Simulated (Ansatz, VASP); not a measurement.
## One calculation of Na, two programs

Contents of INCAR:

```
  ALGO = Normal
  EDIFF = 1E-6
  ENCUT = 520
  GGA = PS
  ISIF = 2
  ISMEAR = -1
  LASPH = T
  LCHARG = F
  LREAL = F
  LWAVE = F
  NBANDS = 10
  NELM = 100
  PREC = Accurate
  SIGMA = 0.05
```

KPOINTS

```
k-points
0
Gamma
  12 12 12
```

POSCAR

```
Na
1.0
   -2.1453650376      2.1453650376      2.1453650376
    2.1453650376     -2.1453650376      2.1453650376
    2.1453650376      2.1453650376     -2.1453650376
Na
1
Direct
    0.0000000000      0.0000000000      0.0000000000
```

Input for Ansatz:

```yaml
crystal:
  lattice:
    - [-2.1453650376, 2.1453650376, 2.1453650376]
    - [2.1453650376, -2.1453650376, 2.1453650376]
    - [2.1453650376, 2.1453650376, -2.1453650376]
  atoms:
    - { symbol: Na, position: [0.0, 0.0, 0.0] }
kpoints:
  mp_grid: { grid: [12, 12, 12] }
  band_path:
    path:
      - [0.0, 0.0, 0.0]
      - [0.5, -0.5, 0.5]
      - [0.0, 0.0, 0.5]
      - [0.0, 0.0, 0.0]
      - [0.25, 0.25, 0.25]
      - [0.5, -0.5, 0.5]
      - [0.25, 0.25, 0.25]
      - [0.0, 0.0, 0.5]
    npoints: 5
scf:
  occupations: { method: fermi_dirac, width: 0.05 }
hamiltonian:
  xc: pbesol
  pseudopotentials: { kind: all_electron, lapw: { basis_error: 0.00025 } }
output:
  forces: true
  stress: true
  eigenvalues: true
```

Change from the starting cell: volume scaled by 1.04.

Alike in both runs: task single point; functional PBEsol; k mesh 12 × 12 × 12; occupations fermi-dirac, width 0.05 eV; no spin polarisation.

|  | VASP | Ansatz |
| --- | --- | --- |
| version | VASP 6.6.1 | Ansatz 0.2.0 |
| potentials or method | VASP PAW PBE potentials, release 64 (Na_pv) | all-electron LAPW, scalar-relativistic |
| plane-wave cutoff (eV) | 520 | see its input |

|  | VASP | Ansatz | Ansatz less VASP |
| --- | --- | --- | --- |
| pressure (GPa) | -0.6 | -0.6 | +0.02 |

Ansatz ran all-electron here, so the differences hold the error of VASP's frozen core and of both bases.

Caveats: the PAW data sets were made with another functional, which shifts forces and pressure a little (VASP).
